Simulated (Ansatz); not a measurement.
# BeSe: the cost of one run

Program: Ansatz 0.2.0. Level of theory: reference: DFT, HSE06, plane waves, PAW. These are calculated values, not measurements.

3 further runs of the same task are left out: 3 that didn't finish.

## 1. The starting structure

The structure is cubic, space group F-43m (No. 216). The conventional cell has a = 5.162 Å, b = 5.162 Å, c = 5.162 Å, α = 90.00°, β = 90.00°, γ = 90.00°. Be (site symmetry -43m) has 4 Se at 2.24 Å as nearest neighbours. Around Se (site symmetry -43m) lie 4 Be at 2.24 Å.

As a file:

```cif
data_structure
_symmetry_space_group_name_H-M 'F-43m'
_symmetry_Int_Tables_number 216
_cell_length_a 5.1621
_cell_length_b 5.1621
_cell_length_c 5.1621
_cell_angle_alpha 90.000
_cell_angle_beta 90.000
_cell_angle_gamma 90.000
_cell_volume 137.55
loop_
_atom_site_label
_atom_site_type_symbol
_atom_site_symmetry_multiplicity
_atom_site_Wyckoff_symbol
_atom_site_fract_x
_atom_site_fract_y
_atom_site_fract_z
_atom_site_occupancy
Be1 Be 4 a 0.00000 0.00000 0.00000 1
Se1 Se 4 d 0.25000 0.25000 0.75000 1
```

## 2. Reference

Input file input.yaml:

```yaml
crystal:
  lattice:
    - [0.0, 2.5810353763, 2.5810353763]
    - [2.5810353763, 0.0, 2.5810353763]
    - [2.5810353763, 2.5810353763, 0.0]
  atoms:
    - { symbol: Be, position: [0.0, 0.0, 0.0] }
    - { symbol: Se, position: [0.25, 0.25, 0.25] }
kpoints:
  mp_grid: { grid: [4, 4, 4] }
hamiltonian:
  xc: hse06
scf:
  occupations: { method: fixed }
  n_extra_bands: 4
output:
  forces: true
  stress: true
  eigenvalues: true
```

Started as:

```bash
ansatz run input.yaml --threads 4 --pin off --max-ram 3686MiB --backend cpu --events-out ev --progress --plain --runs-dir out
```

What time and memory should one allow on 4 threads of an Arm CPU, shared host?

About 3.7 s, with a peak of 0.53 GiB.
